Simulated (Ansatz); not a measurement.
Start of a relaxation, (012) slab as cut from the bulk (InSe, R3m (No. 160), (0 1 2) face):

```
CELL_PARAMETERS angstrom
4.03639 0.00000 0.00000
0.00000 8.62415 0.00000
0.00000 0.00000 27.31997
ATOMIC_POSITIONS crystal
Se 0.00000 0.47182 0.27452
Se 0.00000 0.07028 0.32755
In 0.50000 0.57852 0.32828
In 0.50000 0.89034 0.35590
Se 0.50000 0.36229 0.39772
Se 0.50000 0.96075 0.45074
In 0.00000 0.46899 0.45147
In 0.00000 0.78081 0.47909
Se 0.00000 0.25277 0.52091
Se 0.00000 0.85122 0.57393
In 0.50000 0.35946 0.57466
In 0.50000 0.67128 0.60228
Se 0.50000 0.14324 0.64410
Se 0.50000 0.74170 0.69712
In 0.00000 0.24993 0.69785
In 0.00000 0.56176 0.72548
```

Method: Ansatz 0.2.0, DFT PBE+D3(BJ), scalar-relativistic, plane waves, PAW. Plane waves to 420 eV, a k mesh through Γ of 9×4×1 on the computed 16-atom cell and Gaussian smearing (0.05 eV); no spin polarisation. The cell repeats along c with a dipole correction in the vacuum.

All atoms are free. The cell is fixed. Force threshold 0.02 eV/Å.

```tsv
step	E − E_final (eV)	largest force (eV/Å)
1	0.655	1.061
2	0.310	0.232
3	0.261	0.162
4	0.248	0.082
5	0.239	0.076
6	0.231	0.068
7	0.204	0.156
8	0.166	0.163
9	0.125	0.138
10	0.094	0.108
11	0.077	0.139
12	0.064	0.134
13	0.042	0.183
14	0.028	0.225
15	0.012	0.111
16	0.006	0.070
17	0.019	0.209
18	0.002	0.030
19	0.009	0.132
20	0.001	0.009
21	0.000	0.012
22	0.000	0.014
```

**Question.** What is the final structure?

**Answer.**
```xyz
16
Lattice="4.0364 0.0000 0.0000 0.0000 8.6242 0.0000 0.0000 0.0000 27.3200" Properties=species:S:1:pos:R:3 pbc="T T T"
Se    0.0000    4.8563    7.4750
Se    0.0000    0.6370    8.7808
In    2.0182    5.0396    9.0074
In    2.0182    8.0022    9.6931
Se    2.0182    3.1931   10.9142
Se    2.0182    8.2647   12.3820
In    0.0000    4.0324   12.4152
In    0.0000    6.7213   13.1181
Se    0.0000    2.1902   14.3286
Se    0.0000    7.2970   15.7389
In    2.0182    3.0134   15.8874
In    2.0182    5.7773   16.5338
Se    2.0182    0.9845   17.5797
Se    2.0182    6.3445   19.2252
In    0.0000    1.6564   19.2572
In    0.0000    4.5637   18.9982
```

Cost: 1 run of about 59 core-minutes, on Intel Xeon 6975P-C (Granite Rapids) (shared hosts).